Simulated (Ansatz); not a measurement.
# WS2: the cost of one run

Method: DFT PBE+D3(BJ), scalar-relativistic, plane waves, PAW, in Ansatz 0.2.0.

5 further runs of the same task are left out: 5 set aside as unsound or not needed.

### 1 The system as given

It takes space group P-6m2 (No. 187, hexagonal). Conventional cell: a = 3.160 Å, b = 3.160 Å, c = 16.940 Å, α = 90.00°, β = 90.00°, γ = 120.00°. Around W (site symmetry -6m2) lie 6 S at 2.41 Å. S (site symmetry 3m) is surrounded by 3 W at 2.41 Å.

Coordinates:

```cif
data_structure
_symmetry_space_group_name_H-M 'P-6m2'
_symmetry_Int_Tables_number 187
_cell_length_a 3.1599
_cell_length_b 3.1599
_cell_length_c 16.9398
_cell_angle_alpha 90.000
_cell_angle_beta 90.000
_cell_angle_gamma 120.000
_cell_volume 146.48
loop_
_atom_site_label
_atom_site_type_symbol
_atom_site_symmetry_multiplicity
_atom_site_Wyckoff_symbol
_atom_site_fract_x
_atom_site_fract_y
_atom_site_fract_z
_atom_site_occupancy
W1 W 1 c 0.33333 0.66667 0.00000 1
S1 S 2 i 0.66667 0.33333 0.90696 1
```

It goes back to an entry of the Materials Project, which need not be the stable form.

It is the result of an earlier relaxation at this level (volume 48.83 Å³/atom; gap on the mesh: 1.92 eV).

### 2 The grid

The energy is mapped over the lattice constants a and c of the conventional cell.

- lattice constant a (and b): 5 values from 2.94 to 3.38 Å
- lattice constant c: 5 values from 15.42 to 18.46 Å

Relaxed at each point: the atoms inside the fixed cell. Energies count from the relaxed crystal. Points are written as (first, second).

### 3 The run at (2.94 Å, 15.42 Å)

input.yaml reads:

```yaml
crystal:
  lattice:
    - [2.9387, 0.0, 0.0]
    - [-1.46935, 2.5449888541, 0.0]
    - [0.0, 0.0, 15.4153]
  atoms:
    - { symbol: W, position: [0.3333333333, 0.6666666667, 0.0] }
    - { symbol: S, position: [0.6666666667, 0.3333333333, 0.9069649217] }
    - { symbol: S, position: [0.6666666667, 0.3333333333, 0.0930350783] }
basis:
  ecutwfc: 420
kpoints:
  mp_grid: { grid: [12, 12, 2] }
hamiltonian:
  xc: pbe
  pseudopotentials: { kind: paw, azcp: { folder: soft_1 } }
  dispersion: d3bj
scf:
  occupations: { method: gaussian, width: 0.05 }
output:
  forces: true
  stress: true
  eigenvalues: true
relax:
  adjacent_minimum: "off"
  f_tol: 0.01
  max_steps: 30
```

Launch:

```bash
ansatz run input.yaml --threads 1 --pin off --max-ram 2048MiB --backend cpu --events-out ev --progress --plain --runs-dir out
```

What time and memory should one allow on 1 thread of Arm Neoverse N1, shared host?

About 79 s, with a peak of 0.4 GiB.
